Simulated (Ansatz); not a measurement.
# GdO: the cost of one run

Program: Ansatz 0.2.0. Level of theory: DFT with U by linear response, scalar-relativistic, plane waves, PAW. These are calculated values, not measurements.

3 further runs of the same task are left out: 2 that didn't finish, 1 set aside as unsound or not needed.

## 1. Starting point

It takes space group F-43m (No. 216, cubic). Conventional cell: a = 5.400 Å, b = 5.400 Å, c = 5.400 Å, α = 90.00°, β = 90.00°, γ = 90.00°. Gd (site symmetry -43m) has 4 O at 2.34 Å as nearest neighbours. Around O (site symmetry -43m) lie 4 Gd at 2.34 Å.

Coordinates:

```
CELL_PARAMETERS angstrom
0.00000 2.70000 2.70000
2.70000 0.00000 2.70000
2.70000 2.70000 0.00000
ATOMIC_POSITIONS crystal
Gd 0.00000 0.00000 0.00000
O 0.25000 0.25000 0.25000
```

An earlier run at PBE+U (U_eff = 6 eV on Gd 4f) left this cell at 19.683 Å³/atom and -0.19 GPa (8×8×8 mesh), metallic, moments in the atoms' spheres Gd 7.02 μB.

All runs below keep this geometry.

## 2. PBE, one shot, started from U = 0, 2×2×2 q-mesh, all-electron orthogonalised atomic projectors

Input file input.yaml:

```yaml
crystal:
  lattice:
    - [0.0, 2.7, 2.7]
    - [2.7, 0.0, 2.7]
    - [2.7, 2.7, 0.0]
  atoms:
    - { symbol: Gd, position: [0.0, 0.0, 0.0], spin: 7.0 }
    - { symbol: O, position: [0.25, 0.25, 0.25] }
basis:
  ecutwfc: 420
  ecutrho_ratio: 4
kpoints:
  mp_grid: { grid: [8, 8, 8] }
hamiltonian:
  xc: pbe
  hubbard:
    sites: [{ species: Gd, l: f, u_eff: linear-response }]
    lr: { qmesh: [2, 2, 2] }
scf:
  occupations: { method: gaussian, width: 0.05 }
output:
  forces: true
  stress: true
  eigenvalues: true
  populations: true
  hubbard: { sites: [{ species: Gd, l: f }] }
  dos: { projected: true, de: 0.02 }
  write_density: true
  write_potential: true
  elf: true
  volumetric_format: npy
magnetization:
  spin_polarized: true
```

On the command line:

```sh
$ ansatz run input.yaml --threads 4 --pin off --max-ram 6144MiB --backend cpu --events-out ev --progress --plain --runs-dir out
```

**Question.** How long does this run take on 4 threads of Arm Neoverse V1, shared host, and how much memory does it need?

About 22 s, with a peak of 0.53 GiB.
